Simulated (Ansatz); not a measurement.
Here is an Ansatz 0.2.0 calculation.

input.yaml

```yaml
crystal:
  lattice:
    - [2.4719999032, 0.0, 0.0]
    - [-1.2359999516, 2.1408147143, 0.0]
    - [0.0, 0.0, 4.02114408]
  atoms:
    - { symbol: Co, position: [0.6666666667, 0.3333333333, 0.75], spin: 2.0 }
    - { symbol: Co, position: [0.3333333333, 0.6666666667, 0.25], spin: 2.0 }
kpoints:
  mp_grid: { grid: [12, 12, 7] }
scf:
  occupations: { method: fermi_dirac, width: 0.05 }
hamiltonian:
  xc: blyp
  dispersion: d4
  pseudopotentials: { kind: all_electron, lapw: { basis_error: 0.001 } }
magnetization:
  spin_polarized: true
output:
  forces: true
  stress: true
relax:
  f_tol: 0.01
  max_steps: 60
  cell: {}
```

Potentials or basis: all-electron LAPW, scalar-relativistic.

Run with:

```console
$ ansatz run input.yaml --threads 2 --pin off --max-ram 6144MiB --backend cpu --events-out ev --progress --plain --runs-dir out
```

Estimate the site moments.

Co +1.63 μB.

Predict the relaxed volume.

10.71 Å³/atom.

Estimate the net moment.

3.15 μB per cell.

Final structure:
```xyz
2
Lattice="2.4853 0.0000 0.0000 -1.2426 2.1523 0.0000 0.0000 0.0000 4.0034" Properties=species:S:1:pos:R:3 pbc="T T T"
Co    1.2426    0.7174    3.0026
Co    0.0000    1.4349    1.0009
```
